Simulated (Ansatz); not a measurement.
All numbers below come from DFT PBE, scalar-relativistic, plane waves, PAW in Ansatz. Settings: cutoff 420 eV, Γ-centred meshes spaced at most about 0.3 Å⁻¹, and about 0.25 Å⁻¹ or finer for metals (2π included), Gaussian smearing. No spin polarisation.

All energies are static (0 K, no zero-point motion).

Two forms of Sb5S2 were relaxed alike.

A.

```yaml
crystal:
  lattice:
    - [5.96816, -3.81165, 0.00000]
    - [5.96816, 3.81165, 0.00000]
    - [-1.89772, 0.00000, 4.68761]
  atoms:
    - { symbol: Sb, position: [0.00000, 0.00000, 0.00000] }
    - { symbol: Sb, position: [0.86055, 0.40320, 0.77179] }
    - { symbol: Sb, position: [0.59680, 0.13945, 0.22821] }
    - { symbol: Sb, position: [0.13945, 0.59680, 0.22821] }
    - { symbol: Sb, position: [0.40320, 0.86055, 0.77179] }
    - { symbol: S, position: [0.18684, 0.18684, 0.54047] }
    - { symbol: S, position: [0.81316, 0.81316, 0.45953] }
```

B.

```yaml
crystal:
  lattice:
    - [2.06081, 1.18981, 13.33634]
    - [-2.06081, 1.18981, 13.33634]
    - [0.00000, -2.37962, 13.33634]
  atoms:
    - { symbol: Sb, position: [0.00000, 0.00000, 0.00000] }
    - { symbol: Sb, position: [0.42597, 0.42597, 0.42597] }
    - { symbol: Sb, position: [0.57403, 0.57403, 0.57403] }
    - { symbol: Sb, position: [0.13386, 0.13386, 0.13386] }
    - { symbol: Sb, position: [0.86614, 0.86614, 0.86614] }
    - { symbol: S, position: [0.70407, 0.70407, 0.70407] }
    - { symbol: S, position: [0.29593, 0.29593, 0.29593] }
```

Question: Which is lower in energy, and by how much?

Answer: B is lower, by 123 meV/atom. A has space group C2/m (No. 12), 30.5 Å³/atom and no gap on its mesh; B has space group R-3m (No. 166), 28.0 Å³/atom and no gap. Counting Sb atoms around S (those within 1.25 times the shortest such distance or 1.15 times the sum of covalent radii, 1.27 where that leaves under three; a plus sign parts nearer from farther groups), A has S 3 and B has S 3+3. A and B both hold Sb–Sb nets. In A, Sb on a site of symmetry 2/m is surrounded by 2 S at 2.81 Å and 4 Sb at 3.07 Å; around Sb on a site of symmetry 1 lie 1 S at 2.58 Å and 2 Sb at 2.92–3.07 Å; around S lie 2 Sb at 2.58 Å and 1 Sb at 2.81 Å. In B, Sb on a site of symmetry -3m is surrounded by 6 S at 2.81 Å; Sb on a site of symmetry 3m is surrounded by 3 Sb at 2.90 Å and 3 S at 3.25 Å; S is surrounded by 3 Sb at 2.81 Å and 3 Sb at 3.25 Å; 1 more site not described. Both come from invented guesses.

No dispersion correction is applied, so the spacing and binding between layers, chains or molecules are poorly described (R-3m), and this can change margins and order among such cells. Spin–orbit coupling, which can matter for Sb, is left out. In C2/m, R-3m an odd number of electrons in the primitive cell allows no gap without spin; a larger cell or a magnetic state could open one. Cells relaxed within their symmetry can be saddle points.
